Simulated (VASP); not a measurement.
**SnTe under changes of volume**

One of the cells (31.060 Å³/atom); the others are scaled copies at fixed shape and fractional positions:

```
Te Sn
1.0
     0.00000    3.14341    3.14341
     3.14341    0.00000    3.14341
     3.14341    3.14341    0.00000
Te Sn
1 1
Direct
  0.50000 0.50000 0.50000
  0.00000 0.00000 0.00000
```

- Program: VASP 6.6.1
- Functional: PBEsol
- Potentials or basis: VASP PAW PBE potentials, release 64 (Te, Sn_d)
- Cutoff: 520 eV
- k mesh: 6 × 6 × 6
- Occupations: gaussian, width 0.02 eV
- Spin: no spin polarisation

```tsv
volume (Å³/atom)	energy over the lowest point (meV/atom)	pressure (GPa)	gap on the mesh (eV)
29.818	?	?	?
30.439	2.01	1.0	0.22
31.060	0.00	0.0	0.16
31.681	1.78	-1.0	0.10
32.302	6.98	-1.7	0.05
```

Question: What does the run at 29.818 Å³/atom give?

Answer: Energy over the lowest point 8.29 meV/atom; pressure 2.2 GPa; gap on the mesh 0.29 eV.

Worked out: A Birch-Murnaghan fit of order 2 (a polynomial in V^(-2/3)) to the other rows has its minimum at 31.07 Å³/atom with B0 = V·E''(V) = 49 GPa. It gives 8.20 meV/atom at 29.818 Å³/atom, against the run's 8.29, and -dE/dV = 2.2 GPa, against 2.2.

Energies are extrapolated to zero smearing.

Caveats: the PAW data sets were made with another functional, which shifts forces and pressure a little; spin-orbit coupling is left out, which moves the levels of the heavy elements.

A mesh can miss the band edges.
